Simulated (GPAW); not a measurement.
Write an ASE script for GPAW 26.7.0 that does the following.

- Task: single point
- Functional: PBE
- Potentials or basis: GPAW PAW data sets (gpaw-data 1.2.1)
- Cutoff: 800 eV
- Basis: pw
- k mesh: 8 × 8 × 8
- Occupations: fermi-dirac, width 0.05 eV
- Spin: no spin polarisation
- Maxiter: 150

The structure of BeTe lies in BeTe.xyz:

```xyz
2
Lattice="0.0000000000 2.7700000000 2.7700000000 2.7700000000 0.0000000000 2.7700000000 2.7700000000 2.7700000000 0.0000000000" Properties=species:S:1:pos:R:3 pbc="T T T"
Te     4.1278318400      4.1158765200      4.1877358600
Be    -0.0315142900      0.0191379300     -0.0231073400
```

The cell isn't the ideal one: atoms moved at random, drawn with an rms of 0.05 Å.

One way to write it, as run:

run.py

```python
from ase.dft.bandgap import bandgap
from ase.io import read, write
from ase.units import GPa
from gpaw import GPAW, PW

atoms = read('BeTe.xyz')

calc = GPAW(mode=PW(800),
            xc='PBE',
            kpts={'size': (8, 8, 8), 'gamma': True},
            occupations={'name': 'fermi-dirac', 'width': 0.05},
            nbands=11,
            convergence={'density': 1e-05, 'energy': 1e-05},
            maxiter=150,
            txt='gpaw.txt')
atoms.calc = calc
energy = atoms.get_potential_energy()
forces = atoms.get_forces()
stress = atoms.get_stress()
calc.write('gs.gpw')
write('result.traj', atoms)
print(f'Energy: {energy:.6f} eV')
print('Forces (eV/A):')
print(forces.round(4))
print('Stress (GPa):', (stress / GPa).round(3))
print('Fermi level:', round(calc.get_fermi_level(), 4), 'eV')
print(f'Gap: {bandgap(calc)[0]:.4f} eV, direct: {bandgap(calc, direct=True)[0]:.4f} eV')
```

Potentials or basis: GPAW PAW data sets (gpaw-data 1.2.1), pw.

Run with:

```bash
$ OMP_NUM_THREADS=1 python run.py
```

Results of the run:

The pressure is 4.6 GPa, the largest force is 0.622 eV/Å and the band gap on the k mesh is 1.59 eV, indirect (least direct gap 3.18 eV).

Caveat: spin-orbit coupling is left out, which moves the levels of the heavy elements.

Run time: 100 s on 1 thread of Intel(R) Xeon(R) Platinum 8488C (Sapphire Rapids), with other jobs on the host, peak memory 0.34 GiB.
